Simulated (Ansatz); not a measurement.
# ZnGeN3: relaxation step by step

Recipe of this trial structure of ZnGeN3: perovskite family, tilts a0a0c- (I4/mcm, No. 140) (A site Zn; B site Ge). Its size is a rough estimate.

```cif
data_structure
_symmetry_space_group_name_H-M 'P 1'
_symmetry_Int_Tables_number 1
_cell_length_a 5.3145
_cell_length_b 5.3145
_cell_length_c 5.3145
_cell_angle_alpha 120.000
_cell_angle_beta 120.000
_cell_angle_gamma 90.000
_cell_volume 106.14
loop_
_atom_site_label
_atom_site_type_symbol
_atom_site_fract_x
_atom_site_fract_y
_atom_site_fract_z
_atom_site_occupancy
Zn1 Zn 0.75000 0.25000 0.50000 1
Zn2 Zn 0.25000 0.75000 0.50000 1
Ge1 Ge 0.50000 0.50000 0.00000 1
Ge2 Ge 0.00000 0.00000 0.00000 1
N1 N 0.27678 0.77678 0.05355 1
N2 N 0.77678 0.72322 0.50000 1
N3 N 0.75000 0.75000 0.00000 1
N4 N 0.72322 0.22322 0.94645 1
N5 N 0.22322 0.27678 0.50000 1
N6 N 0.25000 0.25000 0.00000 1
```

Computed with Ansatz 0.2.0, DFT PBE, scalar-relativistic, plane waves, PAW. Cutoff 420 eV, Gaussian smearing, Γ-centred meshes. Cell and atoms relax first on a coarse mesh and then on a finer one. In between, the cell is made exact in the group found at 0.06 Å. In metals the finer mesh still leaves noise of several meV/atom or more. The steps can't lower the symmetry of their start. No spin polarisation.

Steps on the 4×4×4 mesh (10 atoms, 18 steps). The free energy counts from the last step; the plane-wave basis is renewed at times, which shifts energy and pressure.

| step | ΔF (meV/atom) | V (Å³/atom) | P (GPa) | largest force component (eV/Å) |
| --- | --- | --- | --- | --- |
| 1 | 765.8 | 10.61 | 8.52 | 0.904 |
| 2 | 665.3 | 10.83 | 1.89 | 1.132 |
| 3 | 530.3 | 10.70 | -0.21 | 1.236 |
| 4 | 396.5 | 10.60 | -3.06 | 1.174 |
| 5 | 248.0 | 10.37 | -4.39 | 1.340 |
| 6 | 142.1 | 10.10 | 1.98 | 0.559 |
| 7 | 69.2 | 9.44 | 8.51 | 0.464 |
| 8 | 29.1 | 9.69 | 1.16 | 0.010 |
| 9 | 18.5 | 9.71 | 1.09 | 0.191 |
| 10 | 17.8 | 9.76 | -0.14 | 0.066 |
| 11 | 17.8 | 9.76 | -0.01 | 0.003 |
| 12 | 5.4 | 9.76 | 1.15 | 0.000 |
| 13 | 1.5 | 9.83 | 1.25 | 0.065 |
| 14 | 1.4 | 9.95 | -0.50 | 0.013 |
| 15 | 1.2 | 9.92 | 0.00 | 0.003 |
| 16 | 0.1 | 9.92 | 0.14 | 0.002 |
| 17 | 0.1 | 9.94 | 0.03 | 0.000 |
| 18 | 0.0 | 9.94 | 0.03 | 0.000 |

The relaxed structure, after a last relaxation on the converged mesh:

```
Zn Ge N
1.0
    -2.34861    2.34861    4.49666
     2.34861   -2.34861    4.49666
     2.34861    2.34861   -4.49666
Zn Ge N
2 2 6
Direct
  0.75000 0.25000 0.50000
  0.25000 0.75000 0.50000
  0.50000 0.50000 0.00000
  0.00000 0.00000 0.00000
  0.39715 0.89715 0.29429
  0.89715 0.60285 0.50000
  0.75000 0.75000 0.00000
  0.60285 0.10285 0.70571
  0.10285 0.39715 0.50000
  0.25000 0.25000 0.00000
```

The symmetry stays I4/mcm (No. 140). The volume per atom shrinks by 6.5 %, from 10.6 to 9.9 Å³. The shortest distance goes from 1.88 Å (Ge–N) to 1.37 Å (N–N). The ratio c/a of the conventional cell changes by a factor of 1.35. The energy falls by about 0.77 eV/atom (the start's value is from the coarse mesh). The end is written in a standard setting, so origin, axes and order of atoms can differ from the start's. Zn has 8 N at 2.35 Å; Ge has 4 N at 1.93 Å and 2 N at 2.25 Å; around N on a site of symmetry m2m lie 1 N at 1.37 Å, 2 Ge at 1.93 Å and 2 Zn at 2.35 Å; 1 more site not described.

For ZnGeN3, the volume per atom is 9.92 Å³. The density is 6.03 g/cm³ and the energy over the elements is +0.76 eV/atom. The gap on the 12×12×12 mesh of the 10-atom cell is 0 eV (a metal).

Energies over the elements count from the elements' standard structures at the same level (N₂ as a molecule), with no fitted energy shifts.

The last run used Gaussian smearing of 0.10 eV. Symmetry constrained the relaxation, so the result can be a saddle point. In all, the 4 runs took 3.9 min on 1 thread of Intel(R) Xeon(R) Platinum 8375C CPU @ 2.90GHz (Ice Lake) (shared host).
